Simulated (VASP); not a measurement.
Here is a VASP 6.6.1 calculation.

File INCAR:

```
SYSTEM = TiPbO3
PREC = Accurate ; ENCUT = 600
EDIFF = 1E-8 ; ISMEAR = 0
SIGMA = 0.03 ; LREAL = .False.
LASPH = .True. ; NELM = 80
ALGO = Normal ; ISIF = 2
LWAVE = .False. ; LCHARG = .False.
GGA = CA ; LEPSILON = .True.
KPAR = 2
```

Contents of KPOINTS:

```
regular mesh
0
Monkhorst
  10 10 8
  0 0 0
```

POSCAR

```
TiPbO3                                  
1.0
    3.8640969172      0.0000000000      0.0000000000
    0.0000000000      3.8640969172     -0.0000000000
    0.0000000000      0.0000000000      4.0262533096
  Ti              Pb              O             
     1     1     3
Direct
     0.5000000000000000    0.5000000000000000    0.5449502803914922
     0.0000000000000000    0.0000000000000000    0.0124649948047011
     0.5000000000000000    0.5000000000000000    0.0994240583850556
     0.5000000000000000    0.0000000000000000    0.6121803332093789
     0.0000000000000000    0.5000000000000000    0.6121803332093789
```

Potentials or basis: VASP PAW LDA potentials, release 64 (Ti_sv, Pb_d, O).

Command:

```bash
$ cat potpaw_LDA.64/Ti_sv/POTCAR potpaw_LDA.64/Pb_d/POTCAR potpaw_LDA.64/O/POTCAR > POTCAR
$ mpirun -np 2 vasp_std > vasp.out
```

Question: Predict the electronic dielectric tensor (diagonal).

Answer: 7.80, 7.80, 7.25.

Question: Estimate the Born charges (mean of the diagonal).

Answer: Ti +6.20; Pb +3.74; O -3.09, -3.42 e.

Born effective charge tensors (e):
atom 1, Ti
```
6.48 0.00 0.00
0.00 6.48 0.00
0.00 0.00 5.63
```
atom 2, Pb
```
3.83 0.00 0.00
0.00 3.83 0.00
0.00 0.00 3.56
```
atom 3, O
```
-2.26  0.00  0.00
 0.00 -2.26  0.00
 0.00  0.00 -4.75
```
atom 4, O
```
-2.66  0.00  0.00
 0.00 -5.39  0.00
 0.00  0.00 -2.22
```
atom 5, O
```
-5.39  0.00  0.00
 0.00 -2.66  0.00
 0.00  0.00 -2.22
```

The run has no spin-orbit coupling, so splittings on Pb are missing.
